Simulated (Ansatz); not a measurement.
A series in volume scale on PbSe

All results are calculated (Ansatz 0.2.0). Periodic Kohn-Sham DFT of a crystal at fixed atoms, scaled to volume_scale times the given cell; pressure positive in compression, energy less spherical unpolarised free atoms, largest_vzz the field gradient of largest size among the nuclei.

The cell before it is scaled or strained (space group Fm-3m, No. 225):
```
cell vectors (Å)
   0.0000     3.0621     3.0621
   3.0621     0.0000     3.0621
   3.0621     3.0621     0.0000
atoms (fractions of the cell vectors)
Pb  0.00000  0.00000  0.00000
Se  0.50000  0.50000  0.50000
```

Settings of every row: method all-electron PAW; functional PBEsol; relativity scalar; k mesh 7x7x7; filling fermi-dirac; smearing width 0.02 eV; nucleus gaussian.

Atom start moment: 0 on all atoms.

Limits: no spin-orbit coupling on heavy atoms.

Limits of some rows: small gap, it may come from the mesh (row 3, 5, 6, 7, 8).

```
row  volume scale  V (Å³/atom)  pressure (GPa)
  1          0.94       26.989            2.97
  2          0.96       27.563           1.642
  3          0.98        28.14           0.451
  4          0.99       28.425          -0.098
  5             1       28.713               ?
  6          1.01       29.002          -1.111
  7          1.02       29.289          -1.577
  8          1.04       29.863          -2.437
  9          1.06       30.434          -3.208
```

Question: what pressure should row 5 give?

Worked fit of pressure. Take u = (V_r/V)^(2/3) − 1 with V_r = 28.713 Å³ an atom, which is twice the finite (Eulerian) strain; such expansions in the strain, on which the Birch-Murnaghan equation of state is built, carry the rest volume and the bulk modulus. The shown rows have u = 0.04214, 0.02763, 0.01353, 0.00674, -0.00665, -0.01315, -0.02584, -0.03806. Least squares give pressure = −0.6164 + 75.764 × u + 211.07 × u² + 248 × u³ GPa; a parabola predicts inner rows, each left out in turn, worse (root mean square 0.0045 against 0.0025 GPa). The rows lie off it by 0.000, -0.001, 0.003, -0.002, 0.000, 0.000, 0.000, 0.000. The pressure vanishes at u = 0.0080, or V = 28.37 Å³ an atom, and there the bulk modulus at fixed shape and fractions is B = −V dP/dV = (2/3)(1 + u) dP/du = 53.2 GPa. The withheld row has u = 0, so the fit gives −0.6164 + 75.764 × (0) + 211.07 × (0)² + 248 × (0)³ = -0.616 GPa.

The calculation gave -0.618 GPa. The fit lies 0.002 GPa (0.032 % of the column's range) above it; its largest miss of a shown row is 0.003 GPa.
